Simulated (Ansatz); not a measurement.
# InSe (R3m) in Ansatz: settings compared

The runs below take InSe through relaxation of cell and atoms, with PBEsol, RPBE, revPBE, r2SCAN.

Everything below comes from runs of Ansatz 0.2.0. Logs are shortened: lines on timing, memory, paths and dates and some standing lists are left out, and cuts for length are marked.

### Step 1. Starting point

The structure is trigonal, space group R3m (No. 160). Conventional cell: a = 4.000 Å, b = 4.000 Å, c = 25.320 Å, α = 90.00°, β = 90.00°, γ = 120.00°. In (site symmetry 3m) is surrounded by 3 Se at 2.63 Å and 1 In at 2.82 Å. In (site symmetry 3m) has 3 Se at 2.64 Å and 1 In at 2.82 Å as nearest neighbours. Se (site symmetry 3m) is surrounded by 3 In at 2.63 Å. Around Se (site symmetry 3m) lie 3 In at 2.64 Å.

### Step 2. Relaxation of cell and atoms, PBEsol

Input file input.yaml:

```yaml
crystal:
  lattice:
    - [2.0, 1.1547005384, 8.44]
    - [-2.0, 1.1547005384, 8.44]
    - [0.0, -2.3094010768, 8.44]
  atoms:
    - { symbol: In, position: [0.8886, 0.8886, 0.8886] }
    - { symbol: In, position: [0.0, 0.0, 0.0] }
    - { symbol: Se, position: [0.1719, 0.1719, 0.1719] }
    - { symbol: Se, position: [0.3835, 0.3835, 0.3835] }
hamiltonian:
  xc: pbesol
  pseudopotentials: { kind: paw }
kpoints:
  mp_grid: { grid: [8, 8, 8] }
scf:
  occupations: { method: fermi_dirac, width: 0.05 }
output:
  forces: true
  stress: true
  eigenvalues: true
relax:
  f_tol: 0.01
  max_steps: 40
  cell: { stress_tol: 0.05 }
```

Potentials or basis: Ansatz PAW.

Launch:

```bash
> ansatz run input.yaml --threads 2 --pin off --max-ram 5632MiB --backend cpu --events-out ev --progress --plain --runs-dir out
```

Output:

```text
Warning: RAYON_NUM_THREADS=2 ignored (pool sized by the plan → 2); use --threads N
basis.fft_grid_basis auto: the FFT boxes are laid along the combinations [[1, 0, -1], [0, 1, -1], [0, 0, 1]] of the cell's own vectors, 4.000, 4.000 and 8.750 Å long. The dense box has 27×27×60 points. Along the cell's own vectors, as sized, it would have 60×60×60, 4.94 times as many. Of the 6 symmetry operations that the crystal satisfies within crystal.symmetry.tolerance (time reversal apart; of a slab, those that keep its plane) the dense box along the cell's own vectors carries 6, and the one as laid loses 4 of those. basis.fft_grid_basis: typed keeps the cell's own vectors: state it where this run's energies or levels are differenced outside the engine with another run's, or held beside a run that keeps those vectors.
Engine: ansatz 0.2.0, x86_64-unknown-linux-gnu
Pseudopotentials: kind: paw
Pseudopotential: In, paw, valence charge 13, recommended cutoff 420 eV (normal), In.paw.azcp
Pseudopotential: Se, paw, valence charge 16, recommended cutoff 420 eV (normal), Se.paw.azcp
Functional definition: PBEsol
  exchange = pbesol_x
  correlation = pbesol_c
Crystal: 4 atoms, lattice volume = 116.948 Å³
Basis set: ecut = 420 eV, 2309 PW (Γ), FFT grids on a1−a3, a2−a3, a3, exchange–correlation on 54×54×120 points (8 copies of the dense FFT grid, shifted against one another)
Bands: 35, of which v1, the nominal top of the filled ones, is band 29 counted from 1 (28 counted from 0)
Symmetry: 6 space group operations
Space group: R3m (ITA 160), of the structure as read, at distance tolerance 4.9e-5 Å
k-points: 65 of 512 (time reversal used)
Non-local potential: In, projectors of the file, l = 0: 2, l = 1: 2, l = 2: 2, l = 3: 2
Non-local potential: Se, projectors of the file, l = 0: 2, l = 1: 2, l = 2: 3, l = 3: 1
PAW form: soft (Blöchl's): semilocal exchange-correlation on the pseudo side does not see the compensation charge
PAW frozen core: In, regenerated for the run's functional, and the local potential with it (the file was generated under x = pbe(κ = 0.804, μ = 0.2195149727645171), c = pbe(β = 0.06672455060314922))
PAW frozen core: Se, regenerated for the run's functional, and the local potential with it (the file was generated under x = pbe(κ = 0.804, μ = 0.2195149727645171), c = pbe(β = 0.06672455060314922))
PAW one-centre angular grid: In, 590 points (default); XC on 64 Gauss nodes
PAW one-centre angular grid: Se, 590 points (default); XC on 64 Gauss nodes
Initial density: superposition of atomic densities (neutral atoms: chi_scale 0, normalization atom), corrected by the library's trained network
Initial wavefunctions: pseudopotential atomic-orbital guess
Functional: x = pbesol(κ = 0.804, μ = 0.12345679012345678), c = pbesol(β = 0.046)
SCF iter   1: F=—  HF=-21901.165692 eV  |F-HF|=—  |Δ(HF+E_count)|=         —  Δρ=4.23e-3  dr2=4.74e-2  ethr=1.77e-3  ⟨swp⟩=6.6  Hψ=9587  notcnv=0
preconditioner: auto → Resta (q_TF=auto, 2.427 Å⁻¹)  ε∞=3.3  [insulator: Δε(μ)=0.330 eV  Ē_g=13.869 eV  σ=0.050 eV  W_gap=0.93  n_scr=30 (ndim 8)  ℏωp=21.2 eV  f_vac=0.086  D(μ)=0.01/eV (n_scr^D=0)  ε∞_Penn≈3.3]
SCF iter   2: F=—  HF=-21901.153915 eV  |F-HF|=—  |Δ(HF+E_count)|=   1.18e-2  Δρ=1.53e-3  dr2=2.87e-3  ethr=8.17e-5  ⟨swp⟩=2.1  Hψ=3188  notcnv=0  defer=70
SCF iter   3: F=—  HF=-21901.153527 eV  |F-HF|=—  |Δ(HF+E_count)|=   3.88e-4  Δρ=6.54e-4  dr2=6.10e-4  ethr=4.95e-6  ⟨swp⟩=2.0  Hψ=3233  notcnv=0  defer=70
SCF iter   4: F=—  HF=-21901.153598 eV  |F-HF|=—  |Δ(HF+E_count)|=   7.01e-5  Δρ=1.93e-4  dr2=5.52e-5  ethr=1.05e-6  ⟨swp⟩=2.0  Hψ=2651  notcnv=0  defer=70
SCF iter   5: F=—  HF=-21901.153631 eV  |F-HF|=—  |Δ(HF+E_count)|=   3.31e-5  Δρ=4.10e-5  dr2=2.27e-6  ethr=9.52e-8  ⟨swp⟩=2.0  Hψ=2787  notcnv=0  defer=70
SCF iter   6: F=—  HF=-21901.153634 eV  |F-HF|=—  |Δ(HF+E_count)|=   3.02e-6  Δρ=8.93e-6  dr2=1.24e-7  ethr=3.91e-9  ⟨swp⟩=2.0  Hψ=3249  notcnv=0  defer=70
SCF iter   7: F=-21901.153634 eV  HF=-21901.153634 eV  |F-HF|=5.74e-9  |Δ(HF+E_count)|=   1.60e-7  Δρ=3.04e-6  dr2=1.29e-8  ethr=1.72e-10  ⟨swp⟩=8.8  Hψ=9503  notcnv=0
SCF 1 converged in 7 iterations: F = -21901.153634 eV  dr2 = 1.29e-8
relax step   1: F+E_penalty+E_count = -21901.15363385 eV  Δ(F+E_penalty+E_count) = +0.000e0 eV  max|allowed force component| = 3.001e-1 eV/Å  Δτ_max = 0.0000 Å  P = +0.167 GPa  Ω = 116.948 Å³  (7 SCF iters, dr2 threshold 1.00e-7 eV, accepted)
Crystal: 4 atoms, lattice volume = 117.584 Å³
Initial density: handed on by an earlier stage of this run
Initial wavefunctions: those handed on with the density
iter 1 solved again at ethr=8.44e-5 eV; its pass at ethr=3.10e-3 eV (dr2=4.90e-2 eV) is discarded
SCF iter   1: F=—  HF=-21901.124719 eV  |F-HF|=—  |Δ(HF+E_count)|=         —  Δρ=7.70e-3  dr2=5.08e-2  ethr=8.44e-5  ⟨swp⟩=1.3  Hψ=10231  notcnv=0
preconditioner: auto → Resta (q_TF=auto, 2.425 Å⁻¹)  ε∞=3.3  [insulator: Δε(μ)=0.593 eV  Ē_g=13.933 eV  σ=0.050 eV  W_gap=0.99  n_scr=30 (ndim 8)  ℏωp=21.1 eV  f_vac=0.089  D(μ)=0.00/eV (n_scr^D=0)  ε∞_Penn≈3.3]
SCF iter   2: F=—  HF=-21901.107867 eV  |F-HF|=—  |Δ(HF+E_count)|=   1.69e-2  Δρ=2.96e-3  dr2=5.93e-3  ethr=8.44e-5  ⟨swp⟩=2.1  Hψ=3909  notcnv=0
SCF iter   3: F=—  HF=-21901.106524 eV  |F-HF|=—  |Δ(HF+E_count)|=   1.34e-3  Δρ=6.93e-4  dr2=4.15e-4  ethr=1.02e-5  ⟨swp⟩=2.0  Hψ=4000  notcnv=0
[... 30 lines left out ...]
SCF 4 converged in 6 iterations: F = -21901.159696 eV  dr2 = 1.99e-8
relax step   4: F+E_penalty+E_count = -21901.15969579 eV  Δ(F+E_penalty+E_count) = -1.344e-4 eV  max|allowed force component| = 1.287e-2 eV/Å  Δτ_max = 0.0115 Å  P = -0.010 GPa  Ω = 117.560 Å³  energy of the carried Pulay correction = -1.067e-4 eV  (6 SCF iters, dr2 threshold 1.14e-7 eV, accepted)
Crystal: 4 atoms, lattice volume = 117.330 Å³
iter 1 solved again at ethr=5.13e-7 eV; its pass at ethr=3.10e-3 eV (dr2=2.98e-4 eV) is discarded
SCF iter   1: F=—  HF=-21901.159891 eV  |F-HF|=—  |Δ(HF+E_count)|=         —  Δρ=3.74e-4  dr2=2.96e-4  ethr=5.13e-7  ⟨swp⟩=2.9  Hψ=10008  notcnv=0
preconditioner: auto → Resta (q_TF=auto, 2.426 Å⁻¹)  ε∞=3.3  [insulator: Δε(μ)=0.362 eV  Ē_g=13.895 eV  σ=0.050 eV  W_gap=0.95  n_scr=30 (ndim 8)  ℏωp=21.1 eV  f_vac=0.077  D(μ)=0.01/eV (n_scr^D=0)  ε∞_Penn≈3.3]
SCF iter   2: F=—  HF=-21901.159819 eV  |F-HF|=—  |Δ(HF+E_count)|=   7.25e-5  Δρ=1.52e-4  dr2=2.17e-5  ethr=5.10e-7  ⟨swp⟩=2.0  Hψ=2608  notcnv=0
SCF iter   3: F=—  HF=-21901.159808 eV  |F-HF|=—  |Δ(HF+E_count)|=   1.11e-5  Δρ=5.27e-5  dr2=2.85e-6  ethr=3.73e-8  ⟨swp⟩=3.0  Hψ=4141  notcnv=0
SCF iter   4: F=—  HF=-21901.159809 eV  |F-HF|=—  |Δ(HF+E_count)|=   1.45e-6  Δρ=1.62e-5  dr2=3.47e-7  ethr=4.92e-9  ⟨swp⟩=2.0  Hψ=4160  notcnv=0
SCF iter   5: F=—  HF=-21901.159809 eV  |F-HF|=—  |Δ(HF+E_count)|=   1.26e-7  Δρ=4.25e-6  dr2=2.97e-8  ethr=5.99e-10  ⟨swp⟩=2.0  Hψ=4160  notcnv=0
SCF iter   6: F=-21901.159809 eV  HF=-21901.159809 eV  |F-HF|=4.77e-9  |Δ(HF+E_count)|=   5.74e-9  Δρ=1.45e-6  dr2=4.92e-9  ethr=1.79e-11  ⟨swp⟩=4.0  Hψ=8192  notcnv=0
SCF 5 converged in 6 iterations: F = -21901.159809 eV  dr2 = 4.92e-9
relax step   5: F+E_penalty+E_count = -21901.15980937 eV  Δ(F+E_penalty+E_count) = -1.136e-4 eV  max|allowed force component| = 8.901e-4 eV/Å  Δτ_max = 0.0052 Å  P = -0.005 GPa  Ω = 117.330 Å³  energy of the carried Pulay correction = -6.670e-5 eV  (6 SCF iters, dr2 threshold 1.04e-8 eV, accepted)
Initial wavefunctions: pseudopotential atomic-orbital guess (no wavefunctions were taken with the density)
iter 1 solved again at ethr=2.47e-7 eV; its pass at ethr=3.10e-3 eV (dr2=1.43e-4 eV) is discarded
SCF iter   1: F=—  HF=-21901.159714 eV  |F-HF|=—  |Δ(HF+E_count)|=         —  Δρ=1.02e-4  dr2=2.72e-7  ethr=2.47e-7  ⟨swp⟩=2.9  Hψ=14039  notcnv=0
preconditioner: auto → Resta (q_TF=auto, 2.426 Å⁻¹)  ε∞=3.3  [insulator: Δε(μ)=0.367 eV  Ē_g=13.893 eV  σ=0.050 eV  W_gap=0.95  n_scr=30 (ndim 8)  ℏωp=21.1 eV  f_vac=0.077  D(μ)=0.00/eV (n_scr^D=0)  ε∞_Penn≈3.3]
SCF iter   2: F=—  HF=-21901.159832 eV  |F-HF|=—  |Δ(HF+E_count)|=   1.18e-4  Δρ=5.14e-5  dr2=6.68e-8  ethr=4.69e-10  ⟨swp⟩=2.2  Hψ=3869  notcnv=0
SCF iter   3: F=—  HF=-21901.159872 eV  |F-HF|=—  |Δ(HF+E_count)|=   4.01e-5  Δρ=1.47e-6  dr2=5.06e-10  ethr=1.15e-10  ⟨swp⟩=2.0  Hψ=2829  notcnv=0
SCF iter   4: F=—  HF=-21901.159872 eV  |F-HF|=—  |Δ(HF+E_count)|=   2.59e-8  Δρ=2.03e-7  dr2=5.98e-11  ethr=1.00e-12  ⟨swp⟩=6.4  Hψ=10620  notcnv=0
SCF iter   5: F=-21901.159872 eV  HF=-21901.159872 eV  |F-HF|=4.00e-11  |Δ(HF+E_count)|=  4.73e-11  Δρ=9.32e-8  dr2=1.87e-11  ethr=1.00e-12  ⟨swp⟩=4.0  Hψ=7914  notcnv=0
SCF 6 converged in 5 iterations: F = -21901.159872 eV  dr2 = 1.87e-11
relax step   6: F+E_penalty+E_count = -21901.15987215 eV  Δ(F+E_penalty+E_count) = -6.278e-5 eV  max|allowed force component| = 9.211e-4 eV/Å  Δτ_max = 0.0000 Å  P = -0.005 GPa  Ω = 117.330 Å³  stress off target by 5.35e-3 GPa  SCF on the basis re-selected at this cell (its energy is not comparable with the rows above)  (5 SCF iters)
basis re-selected at this cell: Δ(F+E_penalty+E_count) = -6.278e-5 eV, ΔP = -0.000 GPa vs the last step (what re-selecting the basis moved, of the pressure what is left beyond the Pulay correction that the steps carried, after the strain that the cell walked since its last selection, with what the two solves' SCF thresholds leave and, on support functions, any second-order correction that the steps lacked; it is no measure of the basis error at this ecutwfc). This SCF's stress stands 5.35e-3 GPa from its target on what of the cell is left free (relax.cell.stress_tol is 5.00e-2 GPa) and its largest allowed force component is 9.21e-4 eV/Å (relax.f_tol is 1.00e-2 eV/Å): within both
SCF converged after 5 iterations
Free energy (F): -21901.159872 eV
Harris-Foulkes:  -21901.159872 eV  (|F-HF|=4.00e-11)
Internal energy: -21901.159808 eV  (E = F + TS)
E sigma→0 (E₀):  -21901.159840 eV
Entropy (-TS):   -0.000064 eV (-0.016 meV/atom)
Fermi energy:    7.280203 eV
--- Per-component energies (eV) ---
  E_band       = -923.296308
  E_kinetic    = 723.096500
  E_local      = -7926.115906  (includes V_loc(G=0)·N_el)
  E_nonlocal   = -448.441462
  E_hartree    = 3646.836340
  E_xc         = -632.898456
  E_vxc        = -394.992091  (∫ρ·V_xc dr)
  E_paw        = -11904.096410  (= ΣΔE_a)
  E_vpaw       = -170.514845  (= ΣTr[D̂ρ^β])
  E_aug_tail   = -0.001159  (compensation charges beyond the density's cutoff)
  E_ewald      = -5362.027959
  E_core_change = 2.488706  (= ΣΔE_core)
  E_smearing   = -0.000064  (= −TS)
  E_closure    = -0.000000  (closes the sum)
  Σ components = -21901.159872   (vs F -21901.159872, Δ=0.00e0)
--- Forces (eV/Å), atoms counted from 1 ---
  atom   1  In     0.00000000    -0.00000000    -0.00092096
  atom   2  In     0.00000000    -0.00000000     0.00066919
  atom   3  Se     0.00000000     0.00000000     0.00087161
  atom   4  Se    -0.00000000     0.00000000    -0.00061922
  max |Σ_I F_I| component: 6.18e-7 eV/Å
--- Stress (GPa, compression-positive) ---
       -0.005353       0.000000       0.000000
        0.000000      -0.005353      -0.000000
        0.000000      -0.000000      -0.004429
  P = ⅓ Tr σ = -0.0050 GPa (-0.050 kbar)
--- Band table (eV; the first three rows and the last of 65) ---
  k-point 0: bands = ["-40.4138", "-40.4138", "-40.4127", "-40.4127", "-40.3858", "-40.3858", "-40.3856", "-40.3856", "-40.3755", "-40.3751", "-7.6636", "-7.4642", "-7.4642", "-7.3743", "-7.3743", "-7.3648", "-7.3648", "-7.1813", "-7.1813", "-7.1709", "-6.4398", "-6.0340", "0.7195", "3.6612", "5.5550", "5.8136", "5.8136", "5.8967", "5.8967", "8.7277", "9.1011", "11.4007", "11.4007", "12.3269", "12.5590"]
  k-point 1: bands = ["-40.4138", "-40.4137", "-40.4127", "-40.4127", "-40.3858", "-40.3858", "-40.3856", "-40.3856", "-40.3755", "-40.3751", "-7.6649", "-7.5247", "-7.4621", "-7.4413", "-7.3694", "-7.3631", "-7.3565", "-7.2167", "-7.1826", "-7.1126", "-6.2636", "-5.8883", "0.8312", "3.3876", "4.7979", "5.4247", "5.6165", "5.7313", "5.9737", "9.0866", "9.7839", "10.6896", "11.5496", "11.9061", "12.6380"]
  k-point 2: bands = ["-40.4138", "-40.4136", "-40.4127", "-40.4126", "-40.3858", "-40.3858", "-40.3857", "-40.3856", "-40.3754", "-40.3751", "-7.7008", "-7.5955", "-7.5612", "-7.4602", "-7.3801", "-7.3362", "-7.3328", "-7.2346", "-7.1856", "-7.0603", "-5.8476", "-5.5348", "1.0302", "2.6167", "3.6202", "5.0719", "5.2257", "5.3500", "6.0704", "9.0266", "9.2494", "11.0967", "11.2725", "11.7572", "13.4443"]
  k-point 64: bands = ["-40.4138", "-40.4138", "-40.4127", "-40.4127", "-40.3858", "-40.3858", "-40.3856", "-40.3856", "-40.3755", "-40.3751", "-7.6635", "-7.4644", "-7.4644", "-7.3742", "-7.3742", "-7.3648", "-7.3648", "-7.1812", "-7.1812", "-7.1807", "-6.2853", "-6.1954", "1.0509", "2.7832", "5.7393", "5.7393", "5.9778", "5.9778", "7.0848", "7.4515", "9.1677", "11.3204", "11.3204", "12.6821", "12.6821"]
--- Relaxed structure (5 steps of the walk, 4 accepted, 1 SCFs on fresh bases) ---
  F+E_penalty+E_count = -21901.15987215 eV   max|allowed force component| = 9.211e-4 eV/Å   (the final SCF, on the basis selected at the relaxed cell)
  cell:  # Å, volume = 117.3301 Å³
    - [2.004690707841136, 1.1574087198140222, 8.427987692887207]
    - [-2.004690707841136, 1.1574087198140222, 8.427987692887207]
    - [-1.3587942204647896e-34, -2.3148174396280425, 8.427987692887207]
  atoms:
    - { symbol: In, position: [0.8894208121679862, 0.8894208121679862, 0.8894208121679861] }
    - { symbol: In, position: [-0.000760626371289838, -0.000760626371289838, -0.0007606263712898389] }
    - { symbol: Se, position: [0.17226384566604092, 0.17226384566604092, 0.17226384566604094] }
    - { symbol: Se, position: [0.38307596853726283, 0.38307596853726283, 0.38307596853726283] }
```

Run time: 80 s. Hardware: 2 threads of Intel Xeon Platinum 8259CL at 2.50GHz (Skylake/Cascade Lake), shared host; peak memory 0.58 GiB.

Results:

| Quantity | Value |
| --- | --- |
| Free energy | -21901.1599 eV |
| Relaxed volume | 29.33 Å³/atom |
| Relaxed cell | a = 8.740 Å, b = 8.740 Å, c = 8.740 Å, α = 26.52°, β = 26.52°, γ = 26.52° |
| Space group after relaxing (to 0.05 Å) | R3m (No. 160) |
| Energy gained by relaxing | 1.6 meV/atom |
| Ionic steps | 5 |
| Pressure after relaxing | 0.0 GPa |
| Band gap on the k mesh | 0.37 eV, direct |

The path:
```
step  energy change (eV)  largest force (eV/Å)  volume (Å³)
   1              0.0000                0.3001       116.95
   2             -0.0059                0.0337       117.27
   3             -0.0061                0.0129       117.56
   4             -0.0062                0.0009       117.33
   5             -0.0062                0.0009       117.33
```

Final structure:
```xyz
4
Lattice="2.0047 1.1574 8.4280 -2.0047 1.1574 8.4280 0.0000 -2.3148 8.4280" Properties=species:S:1:pos:R:3 pbc="T T T"
In    0.0000    0.0000   22.4881
In    0.0000    0.0000   -0.0192
Se    0.0000    0.0000    4.3555
Se    0.0000    0.0000    9.6857
```

Caveat: the plane-wave basis is chosen anew once the cell has moved, so the energies of steps on either side of that aren't comparable; spin-orbit coupling is left out, which moves the levels of the heavy elements; the PAW data sets come from PBE, with cores solved anew for the run's functional, which leaves a small shift of forces and pressure. Zero-point motion and thermal expansion aren't in these numbers.

### Step 3. Relaxation of cell and atoms, RPBE

Edit input.yaml of step 2 so:

```diff
@@ -11,3 +11,3 @@
 hamiltonian:
-  xc: pbesol
+  xc: rpbe
   pseudopotentials: { kind: paw }
@@ -21,2 +21,6 @@
   eigenvalues: true
+  write_density: true
+  write_potential: true
+  elf: true
+  volumetric_format: npy
 relax:
```

Potentials or basis: Ansatz PAW.

Launch:

```bash
> ansatz run input.yaml --threads 2 --pin off --max-ram 5632MiB --backend cpu --events-out ev --progress --plain --runs-dir out
```

It took 4.5 min on 2 threads of Intel Xeon Platinum 8259CL at 2.50GHz (Skylake/Cascade Lake), shared host; peak memory 0.66 GiB.

The run converged. Its results:

```yaml
Free_energy: -22165.0630 eV
Relaxed_volume: 39.10 Å³/atom
Relaxed_cell: a = 10.753 Å, b = 10.753 Å, c = 10.753 Å, α = 22.25°, β = 22.25°, γ = 22.25°
Space_group_after_relaxing_to_0.05_Å: R3m (No. 160)
Energy_gained_by_relaxing: 65.4 meV/atom
Ionic_steps: 13
Pressure_after_relaxing: 0.0 GPa
Largest_force_after_relaxing: 0.008 eV/Å
Band_gap_on_the_k_mesh: 1.06 eV, indirect (least direct gap 1.08 eV)
```

Forces on the atoms (eV/Å):
```
In   0.000  0.000  0.008
In   0.000  0.000 -0.008
Se   0.000  0.000 -0.007
Se   0.000  0.000  0.007
```

The path:
| step | energy change (eV) | largest force (eV/Å) | volume (Å³) |
| --- | --- | --- | --- |
| 1 | 0.0000 | 0.4013 | 116.95 |
| 2 | -0.1937 | 0.2328 | 134.50 |
| 3 | -0.2195 | 0.1695 | 138.64 |
| 4 | -0.2367 | 0.1007 | 141.04 |
| 5 | -0.2440 | 0.0347 | 145.09 |
| 6 | -0.2451 | 0.0124 | 145.78 |
| 7 | -0.2455 | 0.0037 | 144.97 |
| 8 | -0.2543 | 0.0055 | 144.97 |
| 9 | -0.2574 | 0.0071 | 147.50 |
| 10 | -0.2601 | 0.0157 | 152.26 |
| 11 | -0.2603 | 0.0089 | 155.12 |
| 12 | -0.2602 | 0.0082 | 156.40 |
| 13 | -0.2618 | 0.0082 | 156.40 |

Final structure:
```
In Se
1.0
     2.07530    1.19817   10.48293
    -2.07530    1.19817   10.48293
     0.00000   -2.39635   10.48293
In Se
2 2
Direct
  0.89882 0.89882 0.89882
  0.98984 0.98984 0.98984
  0.19198 0.19198 0.19198
  0.36336 0.36336 0.36336
```

Levels at points of the mesh, in eV from the valence-band top:
```tsv
k point	band 26	band 27	band 28	band 29	band 30	band 31	band 32	band 33
(0.00, 0.00, 0.00)	-0.79	-0.73	-0.73	-0.27	1.31	2.42	4.64	4.64
(0.00, 0.00, -0.50)	-1.71	-1.58	-1.56	-0.98	2.00	2.19	4.15	4.35
(0.00, -0.50, -0.50)	-1.72	-1.62	-1.55	-0.96	1.95	2.24	4.07	4.36
(-0.50, -0.50, -0.50)	-0.79	-0.72	-0.72	-0.02	1.06	2.45	4.64	4.64
```

Caveat: the volume moved by over 15 % at a fixed basis, so the end points are rough; the plane-wave basis is chosen anew once the cell has moved, so the energies of steps on either side of that aren't comparable; spin-orbit coupling is left out, which moves the levels of the heavy elements; the PAW data sets come from PBE, with cores solved anew for the run's functional, which leaves a small shift of forces and pressure. Zero-point motion and thermal expansion aren't in these numbers.

(Part 1 of 2 ends here.)
